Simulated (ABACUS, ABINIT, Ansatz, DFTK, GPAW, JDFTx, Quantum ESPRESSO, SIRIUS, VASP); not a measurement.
**TaN: 10 runs at one level of theory**

```
Ta N
1.0
     0.00000    2.21132    2.21132
     2.21132    0.00000    2.21132
     2.21132    2.21132    0.00000
Ta N
1 1
Direct
  0.50000 0.50000 0.50000
  0.00000 0.00000 0.00000
```

The cell comes from a database or a generator and needn't be the stable form of this composition.

Alike in all runs: task single point; functional PBE; k mesh 10 × 10 × 10; occupations fermi-dirac, width 0.05 eV; no spin polarisation; no spin-orbit coupling. A missing gap at this level doesn't show that the real crystal is a metal. Pressure is positive in compression and, in plane waves, holds the error of the finite cutoff, which Ansatz's Pulay term estimates and takes out.

```csv
program and potentials,plane-wave cutoff (eV),notes,band gap (eV),pressure (GPa)
"DFTK, PseudoDojo SR PBE 0.4.1 standard (PBE)",1143,9 valence electrons an atom on average,no gap,-1.62
"SIRIUS, PseudoDojo 0.4.1 PBE standard (scalar relativistic)",1152,9 valence electrons an atom on average,no gap,-1.65
"JDFTx, PseudoDojo-SR-PBE-0.5-standard",1143,9 valence electrons an atom on average,no gap,-1.65
"VASP, PBE PAW files N, Ta_pv, 520 eV",520,8 valence electrons an atom on average,no gap,-0.58
"GPAW, GPAW PAW data sets (gpaw-data 1.2.1)",800,9 valence electrons an atom on average,no gap,-1.56
"ABACUS, PseudoDojo NC SR 0.4.1 PBE standard, plane waves",1143,9 valence electrons an atom on average,no gap,-1.61
"Ansatz, Ansatz PAW (earlier soft set)",420,9 valence electrons an atom on average; Pulay term of +0.28 GPa included,no gap,-1.55
"Quantum ESPRESSO, SSSP 1.3 efficiency PBE",816,9 valence electrons an atom on average,no gap,-1.84
"ABINIT, JTH PAW PBE v2.0",707,9 valence electrons an atom on average,no gap,-1.56
"Ansatz, all-electron LAPW, scalar-relativistic",-,-,no gap,-1.18
```

None finds a gap. The pressure spans -1.84 (Quantum ESPRESSO, SSSP 1.3 efficiency PBE) to -0.58 GPa (VASP, PBE PAW files N, Ta_pv, 520 eV), with all-electron results at -1.18.

The functional is the same throughout but for its coding, so the spread measures potentials, basis and numerics; runs on potential files found faulty are left out.

The missing gap fits the known metallic character of rocksalt TaN. Nitrogen 2p states mix with Ta 5d to form the filled bonding bands, but formally trivalent tantalum keeps d electrons that partly occupy the mainly t2g bands above them. The negative pressure in every run means that the cell is slightly stretched relative to its PBE equilibrium volume and would contract on relaxation.

The runs with PseudoDojo potentials agree closely across different programs, so their common offset from the all-electron pressure probably comes from the potentials more than from the codes. VASP deviates in the opposite direction and is also the only run with fewer valence electrons. Freezing the Ta 5s semicore shell may contribute, though the table can't separate this from other features of the data set. Its lower cutoff is a less likely cause: a Pulay correction of the same sign as Ansatz's would move it further from the all-electron value. A small residual pressure doesn't test stability against shear or phonon distortions.
